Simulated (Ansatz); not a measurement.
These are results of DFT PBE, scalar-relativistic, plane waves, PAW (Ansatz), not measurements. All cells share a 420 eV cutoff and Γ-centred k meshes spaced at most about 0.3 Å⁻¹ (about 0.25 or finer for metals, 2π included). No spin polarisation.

Temperature and zero-point effects are left out.

Task: Order these relaxed structures of BaH₄ by energy, lowest first, with the energy over the lowest of them.
1.

```cif
data_structure
_symmetry_space_group_name_H-M 'I4/mmm'
_symmetry_Int_Tables_number 139
_cell_length_a 4.3630
_cell_length_b 4.3630
_cell_length_c 6.7514
_cell_angle_alpha 90.000
_cell_angle_beta 90.000
_cell_angle_gamma 90.000
_cell_volume 128.52
loop_
_atom_site_label
_atom_site_type_symbol
_atom_site_symmetry_multiplicity
_atom_site_Wyckoff_symbol
_atom_site_fract_x
_atom_site_fract_y
_atom_site_fract_z
_atom_site_occupancy
Ba1 Ba 2 a 0.00000 0.00000 0.00000 1
H1 H 4 d 0.50000 0.00000 0.25000 1
H2 H 4 e 0.00000 0.00000 0.44334 1
```

2.

```cif
data_structure
_symmetry_space_group_name_H-M 'P6/mmm'
_symmetry_Int_Tables_number 191
_cell_length_a 4.5990
_cell_length_b 4.5990
_cell_length_c 3.9744
_cell_angle_alpha 90.000
_cell_angle_beta 90.000
_cell_angle_gamma 120.000
_cell_volume 72.80
loop_
_atom_site_label
_atom_site_type_symbol
_atom_site_symmetry_multiplicity
_atom_site_Wyckoff_symbol
_atom_site_fract_x
_atom_site_fract_y
_atom_site_fract_z
_atom_site_occupancy
Ba1 Ba 1 a 0.00000 0.00000 0.00000 1
H1 H 4 h 0.33333 0.66667 0.89301 1
```

Result: 1 (0 meV/atom), 2 (287 meV/atom). Forms: cell 1 I4/mmm; cell 2 P6/mmm. Counting H atoms around Ba (those within 1.25 times the shortest such distance or 1.15 times the sum of covalent radii, 1.27 where that leaves under three): cell 1 has Ba 18; cell 2 has Ba 12. Cell 1 holds H–H pairs as short as in free H₂ molecules (shortest 0.77 Å); cell 2 holds H–H pairs (shortest 0.85 Å). Both come from invented guesses.

With hydrogen, zero-point motion can shift such differences by 10 meV/atom or more. Cells relaxed within their symmetry can be saddle points. Some types were kept out of the candidates beforehand, so the set may lack a known form.
